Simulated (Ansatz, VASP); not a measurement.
# Te2Mo: VASP beside Ansatz

Contents of INCAR:

```
  PREC = Accurate
  ENCUT = 520
  EDIFF = 1E-6
  ISMEAR = 0
  SIGMA = 0.05
  LREAL = False
  LASPH = True
  NELM = 100
  ALGO = Normal
  ISIF = 2
  LWAVE = False
  LCHARG = False
  NBANDS = 20
```

File KPOINTS:

```
regular mesh
0
Gamma
  9 9 2
```

POSCAR

```
Te2Mo
1.0
    3.5602328140      0.0000000000      0.0000000000
   -1.7801164070      3.0832520603      0.0000000000
    0.0000000000      0.0000000000     17.5240578200
Te Mo
2 1
Direct
    0.3333333333      0.6666666667      0.8978554500
    0.3333333333      0.6666666667      0.1021445500
    0.0000000000      0.0000000000      0.0000000000
```

Input for Ansatz:

```yaml
crystal:
  lattice:
    - [3.560232814, 0.0, 0.0]
    - [-1.780116407, 3.0832520603, 0.0]
    - [0.0, 0.0, 17.52405782]
  atoms:
    - { symbol: Te, position: [0.3333333333, 0.6666666667, 0.89785545] }
    - { symbol: Te, position: [0.3333333333, 0.6666666667, 0.10214455] }
    - { symbol: Mo, position: [0.0, 0.0, 0.0] }
basis:
  ecutwfc: 420
kpoints:
  mp_grid: { grid: [9, 9, 2] }
hamiltonian:
  xc: lda
scf:
  occupations: { method: gaussian, width: 0.05 }
output:
  forces: true
  stress: true
  eigenvalues: true
```

Alike in both runs: task single point; functional LDA; k mesh 9 × 9 × 2; occupations gaussian, width 0.05 eV; no spin polarisation.

```csv
,VASP,Ansatz
version,VASP 6.6.1,Ansatz 0.2.0
potentials or method,"VASP PAW LDA potentials, release 64 (Te, Mo_sv)","scalar-relativistic, plane waves, PAW"
plane-wave cutoff (eV),520,420
valence electrons in the cell,26,46
```

```tsv
	VASP	Ansatz	Ansatz less VASP
gap on the k mesh at the Fermi level (eV)	1.04	1.04	0.000
least direct gap on the mesh (eV)	1.04	1.04	0.000
rms of the force components (eV/Å)	0.174	0.199	+0.0246
```

Atom by atom the forces differ by 0.025 eV/Å (rms over components). The two sets of potentials don't hold the same shells in valence.

Caveats: spin-orbit coupling is left out, which moves the levels of the heavy elements. A hybrid or GW would open this gap; LDA tends to underestimate it.
